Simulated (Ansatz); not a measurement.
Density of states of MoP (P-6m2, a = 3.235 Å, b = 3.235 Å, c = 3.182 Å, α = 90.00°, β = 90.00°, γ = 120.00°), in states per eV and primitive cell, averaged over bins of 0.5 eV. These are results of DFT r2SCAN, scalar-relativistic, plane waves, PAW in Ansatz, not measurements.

Settings: cutoff 500 eV, Γ-centred mesh 18×18×14 on the computed 2-atom cell, Gaussian smearing of 0.10 eV; no spin polarisation.

The cell is relaxed at this level. The states (both spins) are summed by tetrahedra on a 27×27×21 mesh at the self-consistent density. Energies are bin centres; the table starts no lower than −8 eV and ends at 6 eV, or lower where the solved bands end.

It is a metal at this level.

```
E − E_F (eV) total Mo 4d P 3p P 3s Mo 5s
       -7.80   0.06   0.01  0.04  0.00   0.01
       -7.30   0.50   0.13  0.30  0.01   0.04
       -6.80   1.53   0.54  0.84  0.03   0.08
       -6.30   1.19   0.46  0.63  0.03   0.04
       -5.80   0.81   0.33  0.42  0.02   0.01
       -5.30   1.07   0.41  0.58  0.03   0.02
       -4.80   1.39   0.62  0.68  0.02   0.03
       -4.30   1.64   0.79  0.77  0.02   0.02
       -3.80   2.00   0.98  0.94  0.02   0.02
       -3.30   1.54   0.95  0.54  0.01   0.01
       -2.80   0.38   0.24  0.13  0.00   0.00
       -2.30   1.79   1.40  0.26  0.01   0.06
       -1.80   1.64   1.28  0.22  0.02   0.05
       -1.30   0.75   0.59  0.10  0.00   0.02
       -0.80   0.63   0.57  0.03  0.00   0.00
       -0.30   1.01   0.90  0.07  0.00   0.00
        0.20   0.62   0.51  0.08  0.01   0.00
        0.70   0.63   0.48  0.10  0.02   0.01
        1.20   0.98   0.72  0.17  0.04   0.01
        1.70   2.43   1.78  0.37  0.13   0.05
        2.20   1.86   1.29  0.36  0.09   0.05
        2.70   0.91   0.51  0.25  0.08   0.01
        3.20   1.47   0.73  0.38  0.23   0.02
        3.70   1.45   0.66  0.45  0.18   0.05
        4.20   0.92   0.36  0.41  0.03   0.04
        4.70   1.16   0.44  0.53  0.02   0.07
        5.20   0.86   0.29  0.33  0.02   0.12
        5.70   0.62   0.19  0.22  0.01   0.11
```

The columns after the total are the main Löwdin projections on the occupied valence shells of the potentials; 1 other is left out. The rest of the total lies in those, in shells that are empty in the free atom, which aren't projected, and between the atoms.

Cost: 1 run of about 1.4 core-minutes, on Intel Xeon Platinum 8259CL (Skylake/Cascade Lake) (shared hosts).